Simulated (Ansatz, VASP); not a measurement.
# C: VASP beside Ansatz, part 2 of 2

One calculation is typed for both programs; each brings its own data sets. How far apart do they land? The structure shown is the end of the Ansatz relaxation below.

VASP 6.6.1 and Ansatz 0.2.0.

So far. Step 3 (VASP: single point, PBEsol, pair 1): The run ends at a pressure of 0.47 GPa.

### Step 6. VASP: single point, PBEsol, pair 2 (continued)

Level of this step: PBEsol; plane waves and PAW (C) (VASP).

Numbers of over 12 decimals in the logs are rounded to 6 here.

Parts of OUTCAR (step 6):

```text
  Total        3.4997007      3.4997007      0.0814163      0.0000000     -0.0000000      0.0000000
  in kB      258.8010504    258.8010504      6.0206914      0.0000000     -0.0000000      0.0000000
  external PRESSURE =     174.5409307 kB  Pullay stress =       0.0000000 kB

 POSITION                                       TOTAL-FORCE (eV/Angst)
 -----------------------------------------------------------------------------------
      0.00000      0.00000      1.78630         0.000000     -0.000000      0.000000
      1.23130      0.00000      2.67945        -0.000000      0.000000     -0.000000
      1.23130      1.23130      0.00000         0.000000     -0.000000      0.000000
      0.00000      1.23130      0.89315        -0.000000      0.000000      0.000000
 -----------------------------------------------------------------------------------
    total drift:                                0.000000      0.000000     -0.000000

  FREE ENERGIE OF THE ION-ELECTRON SYSTEM (eV)
  ---------------------------------------------------
  free  energy   TOTEN  =       -38.4340048368 eV

  energy  without entropy=      -38.4340048368  energy(sigma->0) =      -38.43400484

[... 1 part as in an earlier step ...]

[... 2 further parts left out ...]
[key lines of the parts left out:]
E-fermi :  12.4083
```

The run ends at a pressure of 17.45 GPa.

### Step 7. Differences

Both answers:

| quantity | Ansatz | VASP | difference |
| --- | --- | --- | --- |
| pressure (GPa) | 16.86 | 17.45 | -0.60 |
| gap on the k mesh (eV) | 3.779 | 3.771 | +0.008 |

A gap on the mesh is an upper bound, since the band edges may lie between its points.

### Step 8. Ansatz: relaxation, PBEsol

This run makes the geometry at which the two programs are then compared. The cell compared in this pair holds 22.05 Å³, against 21.67 Å³ for the pair before.

The structure compared here is the end of the Ansatz relaxation.

File input.yaml:

```yaml
crystal:
  lattice:
    - [2.48773734, 0.0, 0.0]
    - [0.0, 2.48773734, 0.0]
    - [0.0, 0.0, 3.575051374]
  atoms:
    - { symbol: C, position: [1.0, 0.0, 0.5] }
    - { symbol: C, position: [0.5, 0.0, 0.75] }
    - { symbol: C, position: [0.5, 0.5, 1.0] }
    - { symbol: C, position: [1.0, 0.5, 0.25] }
kpoints:
  mp_grid: { grid: [11, 11, 8] }
scf:
  occupations: { method: fermi_dirac, width: 0.02 }
hamiltonian:
  xc: pbesol
  pseudopotentials: { kind: paw, azcp: { folder: soft_1 }, xc_functional: pbe }
basis:
  ecutwfc: 600
output:
  forces: true
  stress: true
relax:
  f_tol: 0.005
  max_steps: 70
  cell: { stress_tol: 0.02, p_target: 0, fix: [a, b, alpha, beta, gamma] }
```

Launch:

```sh
> ansatz run input.yaml --threads 8 --pin off --max-ram 18432MiB --backend cpu --events-out ev --progress --plain --runs-dir out
```

The program printed:

```text
[...]
Crystal: 4 atoms, lattice volume = 22.125 Å³
Basis set: ecut = 600 eV, 699 PW (Γ), exchange–correlation on 40×40×60 points (8 copies of the dense FFT grid, shifted against one another)
Bands: 12, of which v1, the nominal top of the filled ones, is band 8 counted from 1 (7 counted from 0)
Symmetry: 32 space group operations
[...]
k-points: 105 of 968
[...]
0.000000       0.000000      -0.001589
  P = ⅓ Tr σ = 8.1211 GPa (81.211 kbar)
--- Relaxed structure (3 steps of the walk, 3 accepted, 1 SCFs on fresh bases) ---
[...]
cell:  # Å, volume = 22.0514 Å³
    - [2.48773734, 0.0, 0.0]
    - [0.0, 2.48773734, 0.0]
    - [0.0, 0.0, 3.563099]
  atoms:
    - { symbol: C, position: [1.0, 0, 0.5] }
    - { symbol: C, position: [0.5, 0, 0.75] }
    - { symbol: C, position: [0.5, 0.5, 1.0] }
    - { symbol: C, position: [1.0, 0.5, 0.25] }
[key lines of the parts left out:]
SCF converged after 4 iterations
Free energy (F): -986.666336 eV
Fermi energy:    15.853543 eV
```

### Step 9. VASP: single point, PBEsol, pair 3

The same cell, functional, mesh and smearing now go to VASP, with its own data sets.

File INCAR:

```
SYSTEM = C
PREC = Accurate
ENCUT = 600
EDIFF = 1E-06
NELM = 120
ISMEAR = -1
SIGMA = 0.02
LREAL = .FALSE.
ALGO = Normal
GGA = PS
NBANDS = 14
LORBIT = 11
LWAVE = .FALSE.
LCHARG = .FALSE.
ISIF = 2
LASPH = .TRUE.
GGA_COMPAT = .FALSE.
EFERMI = MIDGAP
```

File POSCAR:

```
C
1.0
    2.4877373400      0.0000000000      0.0000000000
    0.0000000000      2.4877373400      0.0000000000
    0.0000000000      0.0000000000      3.5630991696
C
4
Direct
    1.0000000000      0.0000000000      0.5000000000
    0.5000000000      0.0000000000      0.7500000000
    0.5000000000      0.5000000000      0.0000000000
    1.0000000000      0.5000000000      0.2500000000
```

File KPOINTS:

```
Automatic mesh
0
Gamma
11 11 8
0 0 0
```

Potentials, in the order of the species: C (PBE family, release 64).

Launch:

```sh
> mpirun -np 1 vasp_std
```

The program printed:

```text
[... set-up lines as in an earlier step ...]
 entering main loop
       N       E                     dE             d eps       ncg     rms          rms(c)
DAV:   1     0.278133688049E+02    0.27813E+02   -0.92650E+03  2940   0.125E+03
DAV:   2    -0.376123652967E+02   -0.65426E+02   -0.60455E+02  4138   0.217E+02
DAV:   3    -0.399128476027E+02   -0.23005E+01   -0.22899E+01  3876   0.356E+01
DAV:   4    -0.399263697507E+02   -0.13522E-01   -0.13518E-01  3450   0.323E+00
[...]
DAV:   9    -0.384887252117E+02   -0.33371E-04   -0.71591E-05  3738   0.780E-02    0.244E-02
DAV:  10    -0.384887414719E+02   -0.16260E-04   -0.85934E-06  3684   0.280E-02    0.305E-03
DAV:  11    -0.384887412390E+02    0.23290E-06   -0.55190E-08  2538   0.204E-03
   1 F= -.38488741E+02 E0= -.38488741E+02  d E =0.000000E+00
```

OUTCAR, selected parts (step 9):

```text
  Total        1.7497947      1.7497947      0.0726888      0.0000000      0.0000000      0.0000000
  in kB      127.1337065    127.1337065      5.2813011      0.0000000      0.0000000      0.0000000
  external PRESSURE =      86.5162380 kB  Pullay stress =       0.0000000 kB

 POSITION                                       TOTAL-FORCE (eV/Angst)
 -----------------------------------------------------------------------------------
      0.00000      0.00000      1.78155        -0.000000     -0.000000     -0.000000
      1.24387      0.00000      2.67232         0.000000     -0.000000      0.000000
      1.24387      1.24387      0.00000        -0.000000      0.000000      0.000000
      0.00000      1.24387      0.89077         0.000000     -0.000000      0.000000
 -----------------------------------------------------------------------------------
    total drift:                                0.000000      0.000000     -0.000000

  FREE ENERGIE OF THE ION-ELECTRON SYSTEM (eV)
  ---------------------------------------------------
  free  energy   TOTEN  =       -38.4887412390 eV

  energy  without entropy=      -38.4887412390  energy(sigma->0) =      -38.48874124

[... 1 part as in an earlier step ...]

[... 2 further parts left out ...]
[key lines of the parts left out:]
E-fermi :  12.1404
```

The run ends at a pressure of 8.65 GPa.

### Step 10. Side by side

The two programs side by side:

| quantity | Ansatz | VASP | difference |
| --- | --- | --- | --- |
| pressure (GPa) | 8.12 | 8.65 | -0.53 |
| gap on the k mesh (eV) | 3.910 | 3.901 | +0.008 |

A gap on the mesh is an upper bound, since the band edges may lie between its points.

### Step 11. What came out

```yaml
difference_in_gap_on_the_k_mesh_single_point_pbesol_pair_1: 0.0080 eV
difference_in_gap_on_the_k_mesh_single_point_pbesol_pair_2: 0.0085 eV
difference_in_pressure_single_point_pbesol_pair_2: -0.60 GPa
difference_in_gap_on_the_k_mesh_single_point_pbesol_pair_3: 0.0085 eV
difference_in_pressure_single_point_pbesol_pair_3: -0.53 GPa
```

The difference in pressure is -0.60 GPa (single point, PBEsol, pair 2), within the 1 GPa picked in this series as the mark of a large difference. 4 further runs of this series are not shown here. Such differences can come from data sets, numerical settings and the points named under the comparisons, not from the functional's error against experiment.

[Lines on the potential files, build, host, timing and source positions are cut from VASP's logs without a mark.]

[Logs are printed without paths, hosts, clocks, repeated set-up lines and the standing remarks that a program may print on its own settings, such as how far it seeks lower states.]

[Hosts, paths, dates, database ids (printed as entryN), source tags and the programs' standing remarks are cut or masked in the printed files.]
